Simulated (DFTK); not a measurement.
Input of a DFTK 0.8.2 run:

run.jl

```julia
using DFTK
using PseudoPotentialData
using Unitful, UnitfulAtomic
using LinearAlgebra, Printf
include("save.jl")
disable_threading()

# lattice vectors are the columns
lattice = austrip(1u"Å") * [           0.0        3.06065        3.06065;
                  3.06065            0.0        3.06065;
                  3.06065        3.06065            0.0]
symbols   = [:Pb, :Se]
positions = [[0.0, 0.0, 0.0],
             [0.5, 0.5, 0.5]]
pseudopotentials = PseudoFamily("dojo.nc.sr.pbe.v0_4_1.standard.upf")
elements = Dict(s => ElementPsp(s, pseudopotentials) for s in unique(symbols))
atoms    = [elements[s] for s in symbols]

build_model(lattice, positions; symmetries=true) =
    model_DFT(lattice, atoms, positions;
              functionals=PBE(),
              temperature=austrip(0.05u"eV"),
              smearing=Smearing.FermiDirac(),
              symmetries)
Ecut  = 43.0  # hartree
kgrid = [8, 8, 8]
tol   = 1e-6
to_GPa = ustrip(uconvert(u"GPa", 1u"hartree/bohr^3"))

model = build_model(lattice, positions)
basis = PlaneWaveBasis(model; Ecut, kgrid)
display(basis)
scfres = self_consistent_field(basis;
                               tol,
                               nbandsalg=AdaptiveBands(model; n_bands_converge=20))
display(scfres.energies)
@printf "Fermi level: %.6f eV\n" ustrip(auconvert(u"eV", something(scfres.εF, NaN)))
forces = compute_forces_cart(scfres)
println("Forces (eV/Å)")
for (s, f) in zip(symbols, forces)
    @printf "%-3s %12.6f %12.6f %12.6f\n" s ustrip.(auconvert.(u"eV/Å", f))...
end
stress = compute_stresses_cart(scfres)
println("Stress (GPa)")
display(round.(stress * to_GPa; digits=4))
println("Levels at the first k-point (eV): ", round.(ustrip.(auconvert.(u"eV", scfres.eigenvalues[1][1:scfres.n_bands_converge])); digits=4))
save_scf!(scfres; forces, stress)
```

Potentials or basis: dojo.nc.sr.pbe.v0_4_1.standard.upf (PBE).

The run is started by

```sh
$ julia --threads=1 run.jl  # save.jl only writes the numbers to a file and isn't shown; printed stress counts tension as positive; times include loading and compiling
```

Question: Predict the band gap on the k mesh.

Answer: 0.30 eV, direct.

Question: Estimate the pressure.

Answer: 2.4 GPa.

Caveat: spin-orbit coupling is left out, which as a rule narrows the gap of such compounds by several tenths of an eV.

**What was measured.**

A printed reference work, monograph reports, for a bulk crystal of PbSe at 300 K: band gap 0.28 eV (direct).

Measured gap of PbSe: 0.28 eV (direct; 300 K; a printed reference work, monograph). This calculation gives 0.30 eV (+0.02 eV). 2 values of this kind are on record (0.15 to 0.28 eV); this one was drawn at random. Spin-orbit coupling on Pb, Se is left out. The value is that of PBE on a finite k mesh, which can miss the band edges, without temperature or zero-point motion.
